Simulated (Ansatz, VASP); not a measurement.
One calculation of Mo, two programs

Contents of INCAR:

```
SYSTEM = Mo
  ALGO = Fast
  EDIFF = 1E-6
  ENCUT = 520
  GGA = CA
  ISIF = 2
  ISMEAR = 0
  LASPH = .TRUE.
  LCHARG = .FALSE.
  LREAL = .FALSE.
  LWAVE = .FALSE.
  NBANDS = 13
  NELM = 60
  PREC = Accurate
  SIGMA = 0.1
```

KPOINTS

```
k-points
0
G
  8 8 8
  0 0 0
```

File POSCAR:

```
Mo
1.0
   -1.5838089700      1.5838089700      1.5838089700
    1.5838089700     -1.5838089700      1.5838089700
    1.5838089700      1.5838089700     -1.5838089700
Mo
1
Direct
    0.0000000000      0.0000000000      0.0000000000
```

Input for Ansatz:

```yaml
crystal:
  lattice:
    - [-1.58380897, 1.58380897, 1.58380897]
    - [1.58380897, -1.58380897, 1.58380897]
    - [1.58380897, 1.58380897, -1.58380897]
  atoms:
    - { symbol: Mo, position: [0.0, 0.0, 0.0] }
basis:
  ecutwfc: 420
kpoints:
  mp_grid: { grid: [8, 8, 8] }
hamiltonian:
  xc: lda
  pseudopotentials: { kind: paw, azcp: { folder: soft_1 } }
scf:
  occupations: { method: gaussian, width: 0.1 }
output:
  forces: true
  stress: true
  eigenvalues: true
```

Alike in both runs: task single point; functional LDA; k mesh 8 × 8 × 8; occupations gaussian, width 0.1 eV; no spin polarisation.

```csv
,VASP,Ansatz
version,VASP 6.6.1,Ansatz 0.2.0
potentials or method,"VASP PAW LDA potentials, release 64 (Mo_sv)","scalar-relativistic, plane waves, PAW"
plane-wave cutoff (eV),520,420
valence electrons in the cell,14,14
```

|  | VASP | Ansatz | Ansatz less VASP |
| --- | --- | --- | --- |
| gap on the k mesh at the Fermi level (eV) | none | none | - |
| pressure (GPa) | -12.6 | -13.4 | -0.81 |

A gap of «none» marks a metal or a gap that the smearing closes. Ansatz warned: «pseudo_functional_mismatch».
